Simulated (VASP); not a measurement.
VASP inputs for CdSe (CsCl)

INCAR

```
PREC = Accurate
ISIF = 2
GGA = CA
IBRION = -1
NSW = 0
NBANDS = 16
EDIFF = 1E-7
ENCUT = 520
ISMEAR = -1
LCHARG = .FALSE.
LWAVE = .FALSE.
LASPH = .TRUE.
SIGMA = 0.02
NELM = 120
LREAL = .FALSE.
```

KPOINTS

```
KPOINTS created by Atomic Simulation Environment
0
Gamma
8 8 8
0 0 0
```

KPOINTS_OPT

```
special points
5
Reciprocal
0.0000000000 0.0000000000 0.0000000000 1
0.0000000000 0.5000000000 0.0000000000 1
0.5000000000 0.5000000000 0.0000000000 1
0.5000000000 0.5000000000 0.5000000000 1
0.3000000000 0.5000000000 0.0000000000 1
```

POSCAR

```
Cd Se
 1.0000000000000000
     3.5331017259661111   -0.0000000000000000    0.0000000000000000
    -0.0000000000000000    3.5331017259661111    0.0000000000000000
     0.0000000000000000    0.0000000000000000    3.5331017259661111
 Cd  Se
   1   1
Cartesian
 -0.0000000000000000  0.0000000000000000 -0.0000000000000000
  1.7665508629830555  1.7665508629830555  1.7665508629830555
```

VASP ran with the recommended LDA PAW datasets (18 valence electrons in the cell).

Task: What does this run give?

Result: gap between bands v and c -1.35 eV (bands overlap: a metal); least direct gap 0.00 eV; pressure -4.5 GPa.

Band v is the last that the valence electrons fill when counted band by band, and c is the next. Levels in eV from the top of v:

```tsv
point	v−1	v	c	c+1
Γ	-1.35	-1.35	-1.35	6.00
X	-0.08	-0.08	2.50	3.77
M	-4.62	-1.73	0.04	6.96
R	-2.33	-2.33	1.21	1.21
```
